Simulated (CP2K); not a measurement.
BAs:

```
CELL_PARAMETERS angstrom
3.37785 0.00000 0.00000
1.68892 2.92530 0.00000
1.68892 0.97510 2.75800
ATOMIC_POSITIONS crystal
As 0.75000 0.75000 0.75000
B 0.00000 0.00000 0.00000
```

Base run:

* Program: CP2K 2026.2
* Functional: BLYP
* Potentials or basis: POTENTIAL_UZH As GTH-PBE-q5, B GTH-PBE-q3; TZVP-MOLOPT-PBE-GTH basis
* Density cutoff: 9184 eV
* k mesh: 10 × 10 × 10
* Occupations: fermi-dirac, width 0.05 eV
* Spin: no spin polarisation

Its results: band gap on the k mesh 1.47 eV, indirect (least direct gap 3.47 eV); pressure 7.6 GPa.

Task: The run is repeated on the same cell with these changes: functional from BLYP to AM05. What comes out?

Result: Band gap on the k mesh 1.08 eV, indirect (least direct gap 3.26 eV); pressure 2.3 GPa.

AM05 binds more tightly than BLYP, so the same cell stands under less pressure.

Caveats: the potentials were made for another functional, which shifts forces and pressure; the basis of atomic orbitals isn't converged, which shifts pressures, moduli and gaps.

A k mesh can miss the band edges.

Not every run made on this cell is shown here.
